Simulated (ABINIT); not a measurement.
# ZnSe (Stilleite) (F-43m) in ABINIT: further runs, part 2 of 2

ABINIT 10.8.3 (patched build). The steps go on from the part before.

## (3) Relaxation of cell and atoms, PBEsol

Contents of run.abi:

```
# Pseudopotentials
pp_dirpath "./"
pseudos "Se.upf, Zn.upf"

# Structure
acell 3*1.0
rprim
     0.0000000000     5.3551058920     5.3551058920
     5.3551058920     0.0000000000     5.3551058920
     5.3551058920     5.3551058920     0.0000000000
ntypat 2
znucl 34 30
natom 2
typat 1 2
chkprim 0
chksymtnons 0
tolsym 1.0e-6
xred
            3/4            3/4            3/4
            0.0            0.0            0.0

# Plane-wave basis
ecut 39.0
ecutsm 0.5

# k points
kptopt 1
ngkpt 6 6 6
nshiftk 1
shiftk 0.0 0.0 0.0

# Exchange and correlation
ixc -116133

# Bands and occupations
nband 22
occopt 3
tsmear 0.05 eV

# SCF cycle
nstep 80
tolvrs 1.0e-12

# Output
iomode 3
prteig 0
prtebands 0
prtwf 0
prtden 0

# Relaxation
ionmov 22
optcell 2
ntime 50
tolmxf 2.0e-5
dilatmx 1.08
```

Potentials or basis: PseudoDojo NC SR PBEsol v0.4.1 standard.

On the command line:

```bash
$ abinit run.abi > log 2>&1
```

run.abo:

```text
.Version 10.8.3 of ABINIT
 Symmetries : space group F-4 3 m (#216); Bravais cF (face-center cubic)
================================================================================
 Values of the parameters that define the memory need of the present run
     intxc =       0    ionmov =      22      iscf =       7    lmnmax =       6
     lnmax =       6     mgfft =      48  mpssoang =       3    mqgrid =    3001
     natom =       2  nloc_mem =       1    nspden =       1   nspinor =       1
    nsppol =       1      nsym =      24    n1xccc =    2501    ntypat =       2
    occopt =       3   xclevel =       2
       mpw =        4546          nfft =      110592          nkpt =          16
================================================================================
================================================================================

--------------------------------------------------------------------------------
------------- Echo of variables that govern the present computation ------------
[... 557 lines left out ...]
- sigma(3 3)=  1.99754264E-03  sigma(2 1)=  0.00000000E+00

== END DATASET(S) ==============================================================
================================================================================

 -outvars: echo values of variables after computation  --------
            acell      7.5276218480E+00  7.5276218480E+00  7.5276218480E+00 Bohr
           etotal     -3.3007500554E+02
            fcart      1.2646674707E-29  1.2646674707E-29 -3.7940024122E-29
                      -1.2646674707E-29 -1.2646674707E-29  3.7940024122E-29
            rprim      0.0000000000E+00  7.0710678119E-01  7.0710678119E-01
                       7.0710678119E-01  0.0000000000E+00  7.0710678119E-01
                       7.0710678119E-01  7.0710678119E-01  0.0000000000E+00
           strten      6.7895094408E-08  6.7895094418E-08  6.7895094422E-08
                       0.0000000000E+00  0.0000000000E+00  0.0000000000E+00
           xangst      4.2250824460E+00  4.2250824460E+00  4.2250824460E+00
                      -1.0735574527E-44  7.4859648306E-43 -3.7031949981E-27
             xred      7.5000000000E-01  7.5000000000E-01  7.5000000000E-01
                      -6.5735906555E-28 -6.5735906555E-28  6.5735906555E-28
 Calculation completed.
```

Run time: 3.3 min. Hardware: 1 thread of Arm Neoverse V2, shared host; peak memory 0.11 GiB.

What came out:

```yaml
Free_energy: -8981.7985 eV
Relaxed_volume: 22.35 Å³/atom
Relaxed_cell: a = 3.983 Å, b = 3.983 Å, c = 3.983 Å, α = 60.00°, β = 60.00°, γ = 60.00°
Space_group_after_relaxing_to_0.05_Å: F-43m (No. 216)
Energy_gained_by_relaxing: 1.5 meV/atom
Ionic_steps: 4
Pressure_after_relaxing: 0.0 GPa
Band_gap_on_the_k_mesh: 1.24 eV, direct
```

Step by step:
| step | energy change (eV) | largest force (eV/Å) | pressure (GPa) | volume (Å³) |
| --- | --- | --- | --- | --- |
| 1 | 0.0000 | 0.0000 | -1.13 | 45.51 |
| 2 | -0.0010 | 0.0000 | -0.92 | 45.36 |
| 3 | -0.0030 | 0.0000 | 0.04 | 44.67 |
| 4 | -0.0030 | 0.0000 | 0.00 | 44.70 |

Final structure:
```
Se Zn
1.0
     0.00000    2.81672    2.81672
     2.81672    0.00000    2.81672
     2.81672    2.81672    0.00000
Se Zn
1 1
Direct
  0.75000 0.75000 0.75000
  0.00000 0.00000 0.00000
```

A k mesh can miss the band edges. PBEsol gaps usually lie below the measured ones, often by a third to a half.

## (4) Single point, PBEsol (cell relaxed)

Contents of run.abi:

```
# Pseudopotentials
pp_dirpath "./"
pseudos "Se.upf, Zn.upf"

# Structure
acell 7.527621841 7.527621841 7.527621841
rprim
     0.0000000000     0.7071067812     0.7071067812
     0.7071067812     0.0000000000     0.7071067812
     0.7071067812     0.7071067812     0.0000000000
ntypat 2
znucl 34 30
natom 2
typat 1 2
xred
     0.7500000000     0.7500000000     0.7500000000
     0.0000000000     0.0000000000     0.0000000000
chkprim 0
chksymtnons 0
tolsym 1.0e-6

# Plane-wave basis
ecut 39.0

# k points
kptopt 1
ngkpt 6 6 6
nshiftk 1
shiftk 0.0 0.0 0.0

# Exchange and correlation
ixc -116133

# Bands and occupations
nband 22
occopt 3
tsmear 0.00183747

# SCF cycle
nstep 100
tolvrs 1.0e-10

# Output
iomode 3
prtwf 0
prtden 0
prteig 0
prtebands 0
```

On the command line:

```bash
$ abinit run.abi > log 2>&1
```

Wall time 49 s (1 thread of Arm Neoverse V2, shared host); peak memory 0.09 GiB.

The run converged. Its results:

- Free energy: -8981.7997 eV
- Pressure: -0.5 GPa
- Band gap on the k mesh: 1.24 eV, direct
- Valence electrons inside the program's atomic spheres: Se 13.28; Zn 18.11

Levels at points of the mesh, in eV from the valence-band top:
```tsv
k point	band 14	band 15	band 16	band 17	band 18	band 19	band 20	band 21	band 22
(0.00, 0.00, 0.00)	-6.23	-6.23	0.00	0.00	0.00	1.24	5.74	5.74	5.74
(0.50, 0.00, 0.00)	-6.21	-6.07	-5.39	-0.90	-0.90	2.48	6.32	6.32	8.45
(0.50, 0.50, 0.00)	-6.18	-6.05	-4.86	-2.27	-2.27	2.81	3.38	10.72	11.30
```

## (5) The runs side by side

```csv
task,level,potentials or basis,cell,cutoff (eV),fine-grid cutoff,cell freedom (optcell),optimiser (ionmov),cutoff smearing ecutsm (Ha),force stop (Ha/bohr),gap on the mesh (eV),pressure (GPa)
single point,r2SCAN,JTH PAW PBE v2.0,as given,653,1251.72 eV,-,-,-,-,1.85,-0.1
relaxation of cell and atoms,PBEsol,PseudoDojo NC SR PBEsol v0.4.1 standard,relaxed,1061,-,2,22,0.5,2e-05,1.24,0.0
single point,PBEsol,PseudoDojo NC SR PBEsol v0.4.1 standard,cell relaxed,1061,-,-,-,-,-,1.24,-0.5
```

Alike in all rows: no spin polarisation; k mesh 6 × 6 × 6; smearing fermi-dirac 0.05 eV.

Caveats: totals of a meta-GGA on PAW files have another zero than those of a GGA (some runs); the PAW data sets were made with another functional, which shifts forces and pressure a little (some runs).

Total energies depend on the potentials used, so only differences within one code and one set of settings carry meaning.

## (6) How close it comes

Step 2. A measured gap of ZnSe is 2.695 eV (an exciton energy, a little under the gap; 300 K; “Alloy Disordering Effects on the Thermal Conductivity and Energy Gap Temperature Dependence of Cd1−xZnxSe Ternary Crystals Grown by the Bridgman Method”, 2023, pmc:10253836); the calculated 1.85 eV misses it by -0.84 eV. Spin-orbit coupling on Se is left out. The value is that of r2SCAN, without temperature or zero-point motion.
